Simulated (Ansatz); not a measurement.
The system is TaN.

```
CELL_PARAMETERS angstrom
2.93800 0.00000 0.00000
-1.46900 2.54438 0.00000
0.00000 0.00000 2.88300
ATOMIC_POSITIONS crystal
Ta 0.00000 0.00000 0.50000
N 0.66667 0.33333 0.00000
```

Base run:

| Quantity | Value |
| --- | --- |
| Program | Ansatz 0.2.0 |
| Functional | LDA |
| Potentials or basis | Ansatz PAW |
| Cutoff | 420 eV (not typed: the program's choice for these potentials) |
| k mesh | 10 × 10 × 9 |
| Occupations | fermi-dirac, width 0.05 eV |
| Spin | no spin polarisation |
| Hubbard terms | Ta d U = 3 eV |

Its results: band gap on the k mesh none (metal or under the smearing width); pressure -9.0 GPa.

Q: The run is repeated on the same cell with these changes: hubbard terms from Ta d U = 3 eV to none; hubbard projectors from ortho-atomic (the default) to none. What comes out?

A: Band gap on the k mesh none (metal or under the smearing width); pressure -11.6 GPa.

Caveats: spin-orbit coupling is left out, which moves the levels of the heavy elements; the PAW data sets come from PBE, with cores solved anew for the run's functional, which leaves a small shift of forces and pressure; U without spin polarisation on a metal has little footing (some runs).
